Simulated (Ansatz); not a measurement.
A relaxation computed with Ansatz, from input to last step.

```yaml
crystal:
  lattice:
    - [2.672364277, -2.6724515955, -0.0195432357]
    - [2.672364277, 2.6724515955, -0.0195432357]
    - [-2.6354051627, 0.0, 4.8578575988]
  atoms:
    - { symbol: Ti, position: [0.1250672149, 0.8749327851, 0.25] }
    - { symbol: Ti, position: [0.8749327851, 0.1250672149, 0.75] }
    - { symbol: O, position: [0.3302404624, 0.080414284, 0.6605770689] }
    - { symbol: O, position: [0.6697595376, 0.919585716, 0.3394229311] }
    - { symbol: O, position: [0.919585716, 0.6697595376, 0.8394229311] }
    - { symbol: O, position: [0.080414284, 0.3302404624, 0.1605770689] }
basis:
  ecutwfc: 420
kpoints:
  mp_grid: { grid: [6, 6, 6] }
hamiltonian:
  xc: pbe
  hubbard: { sites: [{ species: Ti, l: d, u_eff: 4.0 }] }
scf:
  occupations: { method: gaussian, width: 0.02 }
output:
  forces: true
  stress: true
  eigenvalues: true
relax:
  adjacent_minimum: "off"
  f_tol: 0.01
  max_steps: 30
  cell: { stress_tol: 0.1, fix: [volume] }
```

```bash
ansatz run input.yaml --threads 1 --pin off --max-ram 2560MiB --backend cpu --events-out ev --progress --plain --runs-dir out
```

Theory: Ansatz 0.2.0, DFT PBE+U, scalar-relativistic, plane waves, PAW.

The volume is held at 0.97 times that of the relaxed cell.

Of 6 frames 5 are shown, positions in Å and forces in eV/Å; the SCF threshold varies from step to step. Steps run on the plane waves of an earlier cell, with a Pulay correction in the pressure. The basis is chosen afresh for the last frame, the zero of the energies, and at times for earlier ones too; energy and pressure step there, also at an unchanged geometry.

```xyz
6
Lattice="2.6724 -2.6725 -0.0195 2.6724 2.6725 -0.0195 -2.6354 0.0000 4.8579" Properties=species:S:1:pos:R:3:forces:R:3 pbc="T T T" step=1 free_energy_over_end_meV_per_atom=1.01 pressure_GPa=6.53
Ti    2.0135    2.0040    1.1949    0.0000   -0.0003    0.0000
Ti    0.6958   -2.0040    3.6239    0.0000    0.0003    0.0000
O    -0.6435   -0.6676    3.2010    0.0015   -0.0003    0.1720
O     3.3528    0.6676    1.6178   -0.0015    0.0003   -0.1720
O     2.0351   -0.6676    4.0467   -0.0015   -0.0003   -0.1720
O     0.6742    0.6676    0.7720    0.0015    0.0003    0.1720
6
Lattice="2.6767 -2.6768 -0.0197 2.6767 2.6768 -0.0197 -2.6402 0.0000 4.8422" Properties=species:S:1:pos:R:3:forces:R:3 pbc="T T T" step=2 free_energy_over_end_meV_per_atom=0.26 pressure_GPa=6.04
Ti    2.0167    2.0073    1.1908    0.0000    0.0000    0.0000
Ti    0.6966   -2.0073    3.6119    0.0000    0.0000    0.0000
O    -0.6447   -0.6688    3.2004    0.0009   -0.0007    0.0771
O     3.3581    0.6688    1.6024   -0.0009    0.0007   -0.0771
O     2.0380   -0.6688    4.0235   -0.0009   -0.0007   -0.0771
O     0.6753    0.6688    0.7793    0.0009    0.0007    0.0771
6
Lattice="2.6818 -2.6819 -0.0198 2.6818 2.6819 -0.0198 -2.6454 0.0000 4.8240" Properties=species:S:1:pos:R:3:forces:R:3 pbc="T T T" step=3 free_energy_over_end_meV_per_atom=0.01 pressure_GPa=5.57
Ti    2.0205    2.0113    1.1862    0.0000   -0.0004    0.0000
Ti    0.6978   -2.0113    3.5982    0.0000    0.0004    0.0000
O    -0.6461   -0.6703    3.1979   -0.0019    0.0013   -0.0019
O     3.3643    0.6703    1.5866    0.0019   -0.0013    0.0019
O     2.0416   -0.6703    3.9986    0.0019    0.0013    0.0019
O     0.6766    0.6703    0.7859   -0.0019   -0.0013   -0.0019
6
Lattice="2.6818 -2.6819 -0.0198 2.6818 2.6819 -0.0198 -2.6454 0.0000 4.8240" Properties=species:S:1:pos:R:3:forces:R:3 pbc="T T T" step=4 free_energy_over_end_meV_per_atom=0.01 pressure_GPa=5.57
Ti    2.0205    2.0113    1.1862    0.0000   -0.0004    0.0000
Ti    0.6978   -2.0113    3.5982    0.0000    0.0004    0.0000
O    -0.6461   -0.6703    3.1979   -0.0019    0.0013   -0.0020
O     3.3643    0.6703    1.5866    0.0019   -0.0013    0.0020
O     2.0416   -0.6703    3.9986    0.0019    0.0013    0.0020
O     0.6766    0.6703    0.7859   -0.0019   -0.0013   -0.0020
6
Lattice="2.6833 -2.6833 -0.0201 2.6833 2.6833 -0.0201 -2.6474 0.0000 4.8192" Properties=species:S:1:pos:R:3:forces:R:3 pbc="T T T" step=6 free_energy_over_end_meV_per_atom=0.00 pressure_GPa=5.52
Ti    2.0214    2.0125    1.1847    0.0000    0.0001    0.0000
Ti    0.6977   -2.0125    3.5943    0.0000   -0.0001    0.0000
O    -0.6469   -0.6708    3.1957   -0.0001   -0.0001    0.0012
O     3.3661    0.6708    1.5833    0.0001    0.0001   -0.0012
O     2.0424   -0.6708    3.9929    0.0001   -0.0001   -0.0012
O     0.6768    0.6708    0.7861   -0.0001    0.0001    0.0012
```

It took 31 s on 1 thread of Intel(R) Xeon(R) 6975P-C (Granite Rapids), with other jobs on the host, peak memory 0.56 GiB.